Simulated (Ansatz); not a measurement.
## In: equation of state with PBE

The system is In.

```
In
1.0
    -1.62547    1.62547    2.47370
     1.62547   -1.62547    2.47370
     1.62547    1.62547   -2.47370
In
1
Direct
  0.00000 0.00000 0.00000
```

| Property | Result |
| --- | --- |
| Program | Ansatz 0.2.0 |
| Task | equation of state |
| Functional | PBE |
| Potentials or basis | Ansatz PAW |
| Cutoff | 420 eV |
| Density cutoff | 1680 eV |
| k mesh | 11 × 11 × 11 |
| Occupations | fermi-dirac, width 0.05 eV |
| Spin | no spin polarisation |

```
Equilibrium volume                        : 27.52 Å³/atom
Bulk modulus at fixed shape and positions : 35 GPa
Pressure derivative of the bulk modulus   : 5.2
```

Energy against volume, from the lowest point:
| volume (Å³/atom) | energy (meV/atom) |
| --- | --- |
| 24.575 | 43.20 |
| 25.098 | 27.93 |
| 25.621 | 16.40 |
| 26.144 | 8.20 |
| 26.666 | 2.94 |
| 27.189 | 0.30 |
| 27.712 | 0.00 |

All runs of the series together: 7 s on 2 threads of Arm Neoverse V2, with other jobs on the host.

Caveat: the cell was scaled at fixed shape and fractional positions, which overstates the stiffness of a crystal with free parameters, most of all of layers and chains.
